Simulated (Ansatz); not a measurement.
# Rh(111) / 3 layers Ru(0001) / Rh(111): resistance against film thickness

Wanted: interface resistance and thickness dependence for Rh(111) / 3 layers Ru(0001) / Rh(111).

Calculated with Ansatz 0.2.0; Ansatz plane-wave DFT, PBE, PAW files; ballistic transport by layer matching (Landauer), zero bias; PAW set soft_1.

### Step 1. Starting point

The cell holds 11 atoms: 8 Rh and 3 Ru. Cell: a = 2.689 Å, b = 2.689 Å, c = 24.068 Å, α = 90.0°, β = 90.0°, γ = 120.0°. It derives from Rh and Ru. Regions: lead, 8 atoms (8 Rh); films, 3 atoms (3 Ru). The structure is stacked along c, and the current runs across the ab planes.

### Step 2. With 3 layers

The film is laid into the lead at the lead's in-plane lattice, and the cell closes on the lead's own image. The mesh across the current, 32×32, is finer than the density's, because channels open and close sharply across the zone. Energies from -1 to 1 eV in steps of 0.036 eV cover the slope of the Fermi function at 300 K, so the program can form a conductance.

input.yaml reads:

```yaml
crystal:
  lattice:
    - [2.6891977995, 0.0, 0.0]
    - [-1.3445988998, 2.3289136102, 0.0]
    - [0.0, 0.0, 24.0681662918]
  atoms:
    - { symbol: Rh, position: [0.0, 0.0, 0.045614626] }
    - { symbol: Rh, position: [0.3333333333, 0.6666666667, 0.1368438781] }
    - { symbol: Rh, position: [0.6666666667, 0.3333333333, 0.2280731301] }
    - { symbol: Rh, position: [0.0, 0.0, 0.3193023821] }
    - { symbol: Ru, position: [0.3333333333, 0.6666666667, 0.4099446721] }
    - { symbol: Ru, position: [0.6666666667, 0.3333333333, 0.5] }
    - { symbol: Ru, position: [0.3333333333, 0.6666666667, 0.5900553279] }
    - { symbol: Rh, position: [0.6666666667, 0.3333333333, 0.6806976179] }
    - { symbol: Rh, position: [0.0, 0.0, 0.7719268699] }
    - { symbol: Rh, position: [0.3333333333, 0.6666666667, 0.8631561219] }
    - { symbol: Rh, position: [0.6666666667, 0.3333333333, 0.954385374] }
kpoints:
  mp_grid: { grid: [16, 16, 1] }
hamiltonian:
  xc: pbe
  pseudopotentials: { kind: paw, azcp: { folder: soft_1 } }
scf:
  occupations: { method: fermi_dirac, width: 0.1 }
output:
  transmission: { leads: [[0, 1]], kmesh: [32, 32], e_range: [-1.0, 1.0], de: 0.036 }
  write_potential: true
  write_density: true
  volumetric_format: npy
  elf: true
```

On the command line:

```
$ ansatz run input.yaml --threads 4 --pin off --max-ram 8192MiB --backend cpu --events-out ev --progress --plain --runs-dir out
```

Numbers of over 12 decimals in the logs are rounded to 6 here.

Log:

```text
Engine: ansatz 0.2.0, aarch64-unknown-linux-gnu
Pseudopotentials: kind: paw
Pseudopotential: Rh, paw, valence charge 17, recommended cutoff 420 eV (normal), soft_1/Rh.paw.azcp
Pseudopotential: Ru, paw, valence charge 16, recommended cutoff 420 eV (normal), soft_1/Ru.paw.azcp
Functional definition: PBE
  parameter kappa = 0.804
  parameter beta = 0.066725
  exchange = pbe_x(kappa = kappa, mu = beta*pi^2/3)
  correlation = pbe_c(beta = beta)
Crystal: 11 atoms, lattice volume = 150.737 Å³
Basis set: ecut = 420 eV, 3003 PW (Γ)
Bands: 111, of which v1, the nominal top of the filled ones, is band 92 counted from 1 (91 counted from 0)
Symmetry: 6 space group operations
Space group: P3m1 (ITA 156), of the structure as read, at distance tolerance 5.3e-5 Å
k-points: 30 of 256 (time reversal used)
Non-local potential: Rh, projectors of the file, l = 0: 3, l = 1: 2, l = 2: 2, l = 3: 1
Non-local potential: Ru, projectors of the file, l = 0: 3, l = 1: 2, l = 2: 2, l = 3: 1
PAW form: soft (Blöchl's): semilocal exchange-correlation on the pseudo side does not see the compensation charge
PAW one-centre angular grid: Rh, 590 points (default); XC on 64 Gauss nodes
PAW one-centre angular grid: Ru, 590 points (default); XC on 64 Gauss nodes
Initial density: superposition of atomic densities (chi_scale 0.1, normalization cell, long waves of neutral atoms (reshape's long-wave potential 3.79 eV rms, cloud 2.88 Å wide))
Initial wavefunctions: pseudopotential atomic-orbital guess
Functional: x = pbe(κ = 0.804, μ = 0.219515), c = pbe(β = 0.066725)
SCF iter   1: F=—  HF=-68866.204182 eV  |F-HF|=—  |Δ(HF+E_count)|=         —  Δρ=1.25e-1  dr2=1.09e2  ethr=3.10e-3  ⟨swp⟩=5.1  Hψ=10086  notcnv=0  defer=23
preconditioner: auto → Kerker (q_TF=auto, 2.820 Å⁻¹)  [metal: Δε(μ)=0.009 eV  Ē_g=6.114 eV  σ=0.100 eV  W_gap=0.02  n_scr=62 (ndim 8)  ℏωp=29.6 eV  f_vac=0.000  D(μ)=11.02/eV (n_scr^D=140)]
SCF iter   2: F=—  HF=-68861.151696 eV  |F-HF|=—  |Δ(HF+E_count)|=    5.05e0  Δρ=5.90e-2  dr2=3.57e1  ethr=3.10e-3  ⟨swp⟩=2.0  Hψ=5707  notcnv=0  defer=48
SCF iter   3: F=—  HF=-68859.815466 eV  |F-HF|=—  |Δ(HF+E_count)|=    1.34e0  Δρ=9.72e-3  dr2=1.75e0  ethr=3.10e-3  ⟨swp⟩=2.0  Hψ=5188  notcnv=0  defer=48
SCF iter   4: F=—  HF=-68859.785170 eV  |F-HF|=—  |Δ(HF+E_count)|=   3.03e-2  Δρ=2.64e-3  dr2=3.29e-1  ethr=9.49e-4  ⟨swp⟩=1.0  Hψ=3840  notcnv=0  defer=48
SCF iter   5: F=—  HF=-68859.782002 eV  |F-HF|=—  |Δ(HF+E_count)|=   3.17e-3  Δρ=1.27e-3  dr2=4.30e-3  ethr=1.79e-4  ⟨swp⟩=1.0  Hψ=3264  notcnv=0  defer=48
SCF iter   6: F=—  HF=-68859.781748 eV  |F-HF|=—  |Δ(HF+E_count)|=   2.54e-4  Δρ=2.22e-4  dr2=1.97e-4  ethr=2.34e-6  ⟨swp⟩=1.7  Hψ=4208  notcnv=0  defer=48
SCF iter   7: F=—  HF=-68859.781745 eV  |F-HF|=—  |Δ(HF+E_count)|=   2.25e-6  Δρ=5.28e-5  dr2=5.86e-5  ethr=1.07e-7  ⟨swp⟩=1.1  Hψ=3386  notcnv=0  defer=48
SCF iter   8: F=—  HF=-68859.781743 eV  |F-HF|=—  |Δ(HF+E_count)|=   2.85e-6  Δρ=1.48e-5  dr2=9.94e-7  ethr=3.19e-8  ⟨swp⟩=1.0  Hψ=3279  notcnv=0  defer=48
SCF iter   9: F=—  HF=-68859.781743 eV  |F-HF|=—  |Δ(HF+E_count)|=  7.71e-10  Δρ=5.48e-6  dr2=4.99e-7  ethr=5.43e-11  ⟨swp⟩=7.3  Hψ=7719  notcnv=0
SCF iter  10: F=-68859.781742 eV  HF=-68859.781742 eV  |F-HF|=2.44e-8  |Δ(HF+E_count)|=   5.08e-9  Δρ=1.26e-6  dr2=2.51e-8  ethr=5.43e-11  ⟨swp⟩=1.0  Hψ=6715  notcnv=0
SCF 1 converged in 10 iterations: F = -68859.781742 eV  dr2 = 2.51e-8
  greatest PAW one-centre occupation: 1.000 electrons in one spin orbital (limit 2), on the Rh atom at site 7 (counted from 0), in its partial waves of l = 0
transmission: 450 of 4488 steps passed
transmission: 898 of 4488 steps passed
[...]
transmission: 4488 of 4488 steps passed
SCF converged after 10 iterations
Free energy (F): -68859.781742 eV
Harris-Foulkes:  -68859.781742 eV  (|F-HF|=2.44e-8)
Internal energy: -68859.342374 eV  (E = F + TS)
E sigma→0 (E₀):  -68859.562058 eV
Entropy (-TS):   -0.439368 eV (-39.943 meV/atom)
Fermi energy:    22.665446 eV
--- Per-component energies (eV) ---
  E_band       = -844.804352
  E_kinetic    = 5682.572521
  E_local      = -15763.548863  (includes V_loc(G=0)·N_el)
  E_nonlocal   = 3622.758260
  E_hartree    = 5728.779521
  E_xc         = -2126.439144
  E_vxc        = -2673.649492  (∫ρ·V_xc dr)
  E_paw        = -39331.400955  (= ΣΔE_a)
  E_vpaw       = -3170.498238  (= ΣTr[D̂ρ^β])
  E_aug_tail   = 0.002634  (compensation charges beyond the density's cutoff)
  E_ewald      = -26672.066348
  E_smearing   = -0.439368  (= −TS)
  E_closure    = -0.000000  (closes the sum)
  Σ components = -68859.781742   (vs F -68859.781742, Δ=0.00e0)
--- Band table (eV; the first three rows and the last of 30) ---
  k-point 0: bands = [... 88 lower, 21.6144, 21.6144, 21.6421, 21.6421, 21.6924, 21.6924, 21.8677, 21.8677, ... 15 higher]
  k-point 1: bands = [... 88 lower, 21.4503, 21.4898, 21.6181, 21.6741, 21.7666, 21.7870, 21.9506, 21.9905, ... 15 higher]
  k-point 2: bands = [... 88 lower, 21.0950, 21.2304, 21.3270, 21.4391, 21.5994, 21.6585, 21.7294, 21.8079, ... 15 higher]
  k-point 29: bands = [... 88 lower, 22.5598, 22.8647, 22.8726, 22.8866, 22.9975, 23.0561, 23.1762, 23.3546, ... 15 higher]
--- Transmission ---
  basis      : 55 plane waves across, 44 finite elements along
  points     : 102, standing for a mesh of 32 x 32
  filling    : by the input's occupations and mesh, since the crystals that have channels conduct as metals do. If one of these is a semiconductor, that mesh has misplaced its level
  energies   : 56 from -1.000000 to 0.980000 eV about the Fermi level, 0.036000 eV apart; the leads are filled to 0.000000 eV, and channels, transmission and decay are at 0.008000 eV
  crystal 0  : Rh1, at the sites [0, 1], period 2.1957 Å, over 17.57 Å; its Hamiltonian steps by up to 4.3 meV
    offset         : up to 0.0000 Å between an atom of the period and one for which it stands
    filled         : 1.3 meV under the level at which it is neutral
    channels       : 1.792969e0 a spin
    conductance    : 2.2291e15 S/m² at 300 K; may be off by some 0.0 % by where its bands' edges are placed, 2.9 % from the k-mesh, 0.0 % from the distance to neutral
    slowest decay  : 0.0666 /Å at (0.4062, 0.1875)
  junction   : crystal 0 to crystal 0, 0.70 to 22.57 Å
    transmission   : 1.014111e0 a spin
    conductance    : 1.2482e15 S/m² at 300 K (1.2118e15 on every other point, 1.2407e15 on every other energy)
    error estimate : 0.6 % from the energy spacing and 0.3 % from band edges of the leads and from resonances (wavevectors taken as independent; lower de), 3.8 % from the k-mesh, 9.8 % from the steps of its leads' Hamiltonians or their offsets (lay more layers), 0.0 % from the distance to neutral
    resistance     : 3.5256e-4 Ω µm² beyond half of each lead's own
```

Elapsed: 2.2 min, on 4 threads of Arm Neoverse V1, shared host; peak memory 0.83 GiB.

Reading the cycles: dr2 is the Hartree energy of the density residual (eV), the measure of convergence; HF is the Harris–Foulkes estimate of the energy, which meets the free energy F at convergence.

This step gave:

- free energy: -68859.7817 eV
- energy at zero smearing: -68859.5621 eV
- Fermi energy: 22.67 eV
- cell area: 6.263 Å²
- step of the lead's potential: 4.3 meV
- ballistic conductance of the lead: 2.23e15 S/m²
- estimated errors of the lead's conductance: 0, 2.9, 0 % (band edges, k-mesh, distance from neutral)
- lead conductance per cell: 1.802 G₀
- conductance of the junction: 1.25e15 S/m²
- junction conductance per cell: 1.009 G₀
- estimated errors of the junction's conductance: 0.6, 0.3, 3.8, 9.8, 0 % (energy step, band edges, k-mesh, leads' steps, distance from neutral)
- area resistance that the stack adds (contact term taken off, spin by spin): 0.3526 fΩ m²

Per spin. The transmission, zone mean by energy, zero at the Fermi level:

```csv
energy (eV),"transmission, zone mean"
-1.000,1.14
-0.964,1.14
-0.892,1.12
-0.856,1.09
-0.784,1.07
-0.748,1.09
-0.676,1.07
-0.640,1.08
-0.568,1.08
-0.532,1.07
-0.460,1.03
-0.424,1.01
-0.352,1.03
-0.316,1.02
-0.244,0.999
-0.208,0.990
-0.136,0.988
-0.100,1.00
-0.028,1.02
0.008,1.01
0.080,0.986
0.116,0.963
0.188,0.977
0.224,0.963
0.296,0.977
0.332,0.966
0.404,0.899
0.440,0.883
0.512,0.815
0.548,0.751
0.620,0.691
0.656,0.670
0.728,0.610
0.764,0.585
0.836,0.582
0.872,0.555
0.944,0.500
0.980,0.456
```

Per spin. Open channels, zone mean, lead against energy, zero at the Fermi level:

```csv
energy (eV),"open channels, zone mean, lead"
-1.000,1.84
-0.892,1.77
-0.820,1.68
-0.712,1.75
-0.640,1.72
-0.532,1.72
-0.424,1.71
-0.352,1.68
-0.244,1.67
-0.136,1.73
-0.064,1.78
0.008,1.79
0.044,1.83
0.116,1.82
0.224,1.92
0.332,2.00
0.404,1.96
0.512,1.78
0.620,1.41
0.692,1.26
0.800,0.999
0.872,0.853
0.980,0.653
```

Transmission over k1 and k2. At 0.0080 eV from the Fermi level.

Ten even steps from '_' (0.00) to '@' (2.84), each cell a mean:
```
%%%%**++==::______________======@@%%++++--______......____::==++
==++**======....________..--==++**==++==--______::::::..____..==
..----++==++------==++==--::--====++--==..______::::::..::______
____::--====::==--========--==----==----________::::....::::..__
______..::==--++++==--------==++++--==::..______..::::..::::::..
________--==--==******++++++++******----==::________............
________++**----++****++++++++******++----++==__________________
..____..==**--::++++++++++++++++++++++++----==++....__..........
------::::==----++++++++++++++++++++++++++==------::::------==++
**++========--==****++++++====++++==++++++++**++====--====++++**
@@%%%%======..********++++++==++**++==++++++******++..++====%%@@
%%%%++++==++----==++**++++++++==++++====++++++****++----======++
==++++======::------==++++++++++++====++++++++++++----==::--====
..::::::....__..::++==--==++++++++++++++++++++++==::--++--..__..
__________________::++==--==++****++++++++++****++----**==______
____..____....________==++--==******++++++++******==--++==______
__..::::::::::..________::--====****++==----==++**++--==::..____
____::--::..::::..________::----::----------------==..----::..__
..____..::....::::______..====++======--==++++++------++====--::
--::______..::::::______----++++==++==::::..........::========++
**++--..____......______--++++**@@======______________--==++##**
@@%%++--....____________::==++@@@@%%++--..____________..::--++@@
```
Columns: k1 (b1) from -0.5 to 0.469; rows upwards: k2 (b2) from -0.5 to 0.469.

Open channels over k1 and k2. At 0.0080 eV from the Fermi level.

Values, 12 rows by 16 columns, each cell a mean:
```
2.25 2.19 2.12 1.13 1.00 1.00 1.69 2.12 2.56 1.88 0.69 0.88 1.00 1.00 0.69 1.44
1.62 2.13 2.88 2.31 2.06 2.75 2.00 2.63 2.75 2.19 1.12 0.94 1.56 1.62 1.31 0.94
1.00 1.12 2.31 2.00 2.00 2.25 2.12 2.00 2.00 2.31 1.19 1.00 1.00 1.31 1.38 1.00
1.00 1.00 2.81 2.31 2.00 2.00 2.00 2.00 2.00 2.00 2.69 1.88 1.00 1.00 0.69 0.88
1.69 1.50 2.25 2.25 2.00 2.00 2.00 2.00 2.00 2.00 2.06 2.31 1.75 1.56 1.62 1.44
2.56 2.37 2.81 2.00 2.00 2.00 2.00 2.38 2.56 2.00 2.00 2.00 2.12 2.50 2.38 2.56
2.25 1.88 2.50 2.38 2.00 2.00 2.00 2.00 2.38 2.00 2.00 2.00 2.00 2.19 2.56 2.12
1.25 0.62 1.37 1.12 1.87 2.69 2.06 2.00 2.00 2.00 2.00 2.00 2.00 2.69 1.81 1.19
1.00 0.87 1.19 1.00 1.00 1.87 2.12 2.00 2.00 2.00 2.00 2.00 2.00 2.25 1.81 1.00
1.00 1.00 1.81 1.25 1.00 1.00 1.50 2.50 2.12 2.12 2.50 2.31 2.12 2.31 2.12 1.12
1.31 0.56 1.50 1.31 1.19 0.56 1.69 2.25 2.69 2.25 1.75 1.94 1.56 2.38 2.62 2.19
2.56 1.25 1.19 1.00 1.00 0.88 1.50 2.38 2.69 2.00 1.19 1.00 1.00 1.12 2.00 2.50
```
Columns: k1 (b1) from -0.5 to 0.469; rows upwards: k2 (b2) from -0.5 to 0.469.

Electrostatic potential energy in the ca plane at fractional y = 0.333, with atoms of Rh and Ru within 0.2 Å of it. With pseudopotentials it is smooth inside the atoms' cores, unlike the true potential.

Values in eV, 5 rows by 16 columns, each cell a mean:
```
 18  23  20  21 -16 -11  20  19  22  19   9 -36  13  18  19 -25
 23  25  24  21 -35 -29  22  24  24  23  -2 -54   5  23  17 -45
 18  23  18  20 -14 -10  20  20  22  17  10 -34  13  17  19 -23
  0  18   2  14  18  18  13   5  15   0  20  14  20  -1  18  16
  0  18   3  15  18  19  12   4  15   1  20  14  20   0  18  16
```
Columns run along c (16.0 Å, from fractional 0.03 to 0.70 of the cell; values clipped at the 3rd and 97th percentile), rows up along a (2.7 Å). Atoms in or near the plane, at fractional coordinates: Rh at (0.23, 0.67), Ru at (0.50, 0.67), Rh at (0.68, 0.67).

ELF in the ca plane at fractional y = 0.333, with atoms of Rh and Ru within 0.2 Å of it. It is the smooth field of the valence electrons, not physical close to the nuclei.

Ten even steps from '0' (0.19) to '9' (0.75), each cell a mean:
```
01100001001156520001000011111256521111111256
11000000110389841111000011121476741211111489
11000001110389951111000012221475741221211599
10000000010379841110000011121377731211111489
01100011101135410001101012111145411112111245
23211023310011100023211123311111111124201111
34311124310011110034311124311111111134300111
23210013200011100023211023211112111123201011
```
Columns run along c (16.0 Å, from fractional 0.03 to 0.70 of the cell), rows up along a (2.7 Å). Atoms in or near the plane, at fractional coordinates: Rh at (0.23, 0.67), Ru at (0.50, 0.67), Rh at (0.68, 0.67).

Valence density in the ca plane at fractional y = 0.333, with atoms of Rh and Ru within 0.2 Å of it. It is the smooth field of the valence electrons, not physical close to the nuclei.

Values in units of 1e0 e/Å³, 5 rows by 16 columns, each cell a mean:
```
0.5 0.3 0.4 0.4 3.5 3.0 0.4 0.4 0.3 0.5 0.9 4.6 0.7 0.5 0.4 4.5
0.3 0.2 0.3 0.3 7.1 6.1 0.3 0.3 0.2 0.3 1.7 9.1 1.2 0.3 0.5 9.2
0.5 0.3 0.5 0.4 3.4 2.9 0.4 0.4 0.3 0.5 0.9 4.4 0.7 0.5 0.4 4.3
1.3 0.5 1.2 0.6 0.5 0.5 0.7 1.1 0.6 1.3 0.4 0.6 0.4 1.3 0.5 0.6
1.4 0.5 1.2 0.6 0.5 0.4 0.8 1.2 0.6 1.2 0.4 0.6 0.4 1.3 0.5 0.6
```
Columns run along c (16.0 Å, from fractional 0.03 to 0.70 of the cell), rows up along a (2.7 Å). Atoms in or near the plane, at fractional coordinates: Rh at (0.23, 0.67), Ru at (0.50, 0.67), Rh at (0.68, 0.67).

The lead's potential steps by 4.3 meV from period to period, small in itself. The program estimates the junction's conductance to 3.8 % from the k-mesh, 0 % from the leads' distance from neutral and 9.8 % from their steps.

By hand: 1/G − 1/G_lead = 1/1.248 − 1/2.229 = 0.353 fΩ m² with G in 10¹⁵ S/m².

### Step 3. With 5 layers, film layers 5

The stack now holds 5 film layers; the k-mesh follows the cell, and the energies span -0.27 to 0.27 eV.

System of this step: Rh(111) / 5 layers Ru(0001) / Rh(111). The cell holds 13 atoms: 8 Rh and 5 Ru. Its edges and angles: a = 2.689 Å, b = 2.689 Å, c = 28.403 Å, α = 90.0°, β = 90.0°, γ = 120.0°. It derives from Rh and Ru. Regions: lead, 8 atoms (8 Rh); films, 5 atoms (5 Ru). The structure is stacked along c, and the current runs across the ab planes.

input.yaml reads:

```yaml
crystal:
  lattice:
    - [2.6891977995, 0.0, 0.0]
    - [-1.3445988998, 2.3289136102, 0.0]
    - [0.0, 0.0, 28.4030995062]
  atoms:
    - { symbol: Rh, position: [0.0, 0.0, 0.038652838] }
    - { symbol: Rh, position: [0.3333333333, 0.6666666667, 0.115958514] }
    - { symbol: Rh, position: [0.6666666667, 0.3333333333, 0.1932641901] }
    - { symbol: Rh, position: [0.0, 0.0, 0.2705698661] }
    - { symbol: Ru, position: [0.3333333333, 0.6666666667, 0.3473781633] }
    - { symbol: Ru, position: [0.6666666667, 0.3333333333, 0.4236890817] }
    - { symbol: Ru, position: [0.3333333333, 0.6666666667, 0.5] }
    - { symbol: Ru, position: [0.6666666667, 0.3333333333, 0.5763109183] }
    - { symbol: Ru, position: [0.3333333333, 0.6666666667, 0.6526218367] }
    - { symbol: Rh, position: [0.6666666667, 0.3333333333, 0.7294301339] }
    - { symbol: Rh, position: [0.0, 0.0, 0.8067358099] }
    - { symbol: Rh, position: [0.3333333333, 0.6666666667, 0.884041486] }
    - { symbol: Rh, position: [0.6666666667, 0.3333333333, 0.961347162] }
kpoints:
  mp_grid: { grid: [16, 16, 1] }
hamiltonian:
  xc: pbe
  pseudopotentials: { kind: paw, azcp: { folder: soft_1 } }
scf:
  occupations: { method: fermi_dirac, width: 0.1 }
output:
  transmission:
    leads: [[0, 1]]
    kmesh: [32, 32]
    e_range: [-0.27, 0.27]
    de: 0.036
  write_potential: true
  write_density: true
  volumetric_format: npy
```

Log:

```text
[...]
Crystal: 13 atoms, lattice volume = 177.886 Å³
Basis set: ecut = 420 eV, 3509 PW (Γ)
Bands: 130, of which v1, the nominal top of the filled ones, is band 108 counted from 1 (107 counted from 0)
Symmetry: 6 space group operations
[...]
k-points: 30 of 256 (time reversal used)
[...]
--- Transmission ---
  basis      : 55 plane waves across, 52 finite elements along
  points     : 102, standing for a mesh of 32 x 32
[...]
filled         : 4.7 meV under the level at which it is neutral
    channels       : 1.804688e0 a spin
[...]
slowest decay  : 0.0484 /Å at (0.4062, 0.1875)
  junction   : crystal 0 to crystal 0, 0.70 to 26.91 Å
    transmission   : 9.084137e-1 a spin
[...]
resistance     : 4.4625e-4 Ω µm² beyond half of each lead's own
[key lines of the parts left out:]
SCF converged after 10 iterations
Free energy (F): -80617.231562 eV
Fermi energy:    22.766254 eV
```

The job ended after 81 s (4 threads; peak memory 1 GiB; 4.7 min of CPU time).

This step gave:

```yaml
free_energy: -80617.2316 eV
energy_at_zero_smearing: -80616.9845 eV
fermi_energy: 22.77 eV
step_of_the_lead_s_potential: 3.9 meV
estimated_errors_of_the_lead_s_conductance: 0, 2.9, 0.1 % (band edges, k-mesh, distance from neutral)
lead_conductance_per_cell: 1.801 G₀
conductance_of_the_junction: 1.12e15 S/m²
junction_conductance_per_cell: 0.9031 G₀
estimated_errors_of_the_junction_s_conductance: 0.1, 0.5, 3.7, 1.9, 0 % (energy step, band edges, k-mesh, leads' steps, distance from neutral)
area_resistance_that_the_stack_adds_contact_term_taken_off_spin_by_spin: 0.4462 fΩ m²
```

Per spin. Transmission, zone mean against energy, zero at the Fermi level:

```csv
energy (eV),"transmission, zone mean"
-0.270,0.865
-0.234,0.865
-0.198,0.863
-0.162,0.889
-0.126,0.879
-0.090,0.890
-0.054,0.889
-0.018,0.913
0.018,0.908
0.054,0.901
0.090,0.879
0.126,0.837
0.162,0.842
0.198,0.851
0.234,0.844
0.270,0.850
```

The conductance of the junction is 1.1e15 S/m², 10 % under the 1.2e15 S/m² of the last finished run.

(Continued in part 2 of 2.)

[Logs are printed without paths, hosts, clocks, repeated set-up lines and the standing remarks that a program may print on its own settings, such as how far it seeks lower states.]

[Hosts, paths, dates, database ids (printed as entryN), source tags and the programs' standing remarks are cut or masked in the printed files.]
